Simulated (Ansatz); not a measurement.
## CdI2

Level of theory: DFT, r²SCAN, scalar-relativistic, no spin polarisation; plane waves to 500 eV with PAW datasets (Ansatz 0.2.0), 6×6×4 k-mesh, Gaussian smearing of 0.05 eV; PAW files: Ansatz's generated set soft_2.

```xyz
3
Lattice="4.2886 0.0000 0.0000 -2.1443 3.7141 0.0000 0.0000 0.0000 7.1785" Properties=species:S:1:pos:R:3 pbc="T T T"
Cd    0.0000    0.0000    0.0000
I     0.0000    2.4760    1.7143
I     2.1443    1.2380    5.4643
```

The chain of runs began from a cell as deposited in COD, expanded in volume.

The cell is relaxed to zero pressure at this level.

Path: Γ–M–K–Γ–A–L–H–A | L–M | H–K, with Γ = (0.000, 0.000, 0.000), M = (0.500, 0.000, 0.000), K = (0.333, 0.333, 0.000), A = (0.000, 0.000, 0.500), L = (0.500, 0.000, 0.500), H = (0.333, 0.333, 0.500) in reciprocal vectors of the calculation's cell.

Task: Is it a metal or an insulator, and if it has a gap, where are the band edges on this path?

Result: An insulator with a gap of 2.86 eV on the path, the valence band topping at A and the conduction band bottoming at L; the smallest direct gap is 3.13 eV.

Levels between -3 and 5 eV from the Fermi level at the path's named points:
| point | below E_F (eV) | above E_F (eV) |
| --- | --- | --- |
| Γ | -1.71 -1.71 -1.65 -1.52 -1.52 | 1.64 3.68 |
| M | -2.83 -1.97 -1.56 | 1.61 4.23 |
| K | -2.29 -2.29 | 1.84 |
| A | -2.75 -1.78 -1.78 -1.43 -1.43 | 2.52 3.71 |
| L | -2.71 -2.63 -1.86 -1.75 | 1.43 4.14 |
| H | -1.74 -1.74 | 2.38 4.82 4.82 |

Formal charges Cd²⁺, I⁻ balance and leave closed shells on every ion, so a band insulator is expected, and the gap is 2.85 eV.

Within 0.6 eV of the edges the projected states are 98 % I 5p at the top of the valence band and 60 % Cd 5s at the bottom of the conduction band. Crossing the gap moves an electron from the anion's filled p shell to the metal's empty orbitals, as in ionic insulators.

Semilocal functionals underestimate band gaps, commonly by a third or more. For elements this heavy, spin–orbit coupling would shift levels and gaps; it isn't included here. The structure is built of weakly bound layers, and this functional has no dispersion term, so their spacing and all that hangs on it (volume, the soft elastic constants, low modes, dielectric constants) are poorly given.
